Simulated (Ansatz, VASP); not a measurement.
One calculation of GaAs, two programs

```
CELL_PARAMETERS angstrom
0.00000 2.74876 2.74876
2.74876 0.00000 2.74876
2.74876 2.74876 0.00000
ATOMIC_POSITIONS crystal
Ga 0.00000 0.00000 0.00000
As 0.50000 0.50000 0.50000
```

The cell was built by a generator and needn't be a form met in nature.

Alike in both runs: task single point; functional PBE; k mesh 9 × 9 × 9; occupations fermi-dirac, width 0.05 eV; no spin polarisation.

```csv
,VASP,Ansatz
version,VASP 6.6.1,Ansatz 0.2.0
potentials or method,"VASP PAW PBE potentials, release 64 (Ga_d, As)",Ansatz PAW
plane-wave cutoff (eV),520,420
valence electrons in the cell,18,28
```

|  | VASP | Ansatz | Ansatz less VASP |
| --- | --- | --- | --- |
| gap on the k mesh at the Fermi level (eV) | none | none | - |
| pressure (GPa) | -3.4 | -3.6 | -0.15 |

A gap of «none» marks a metal or a gap that the smearing closes. The two sets of potentials don't hold the same shells in valence.
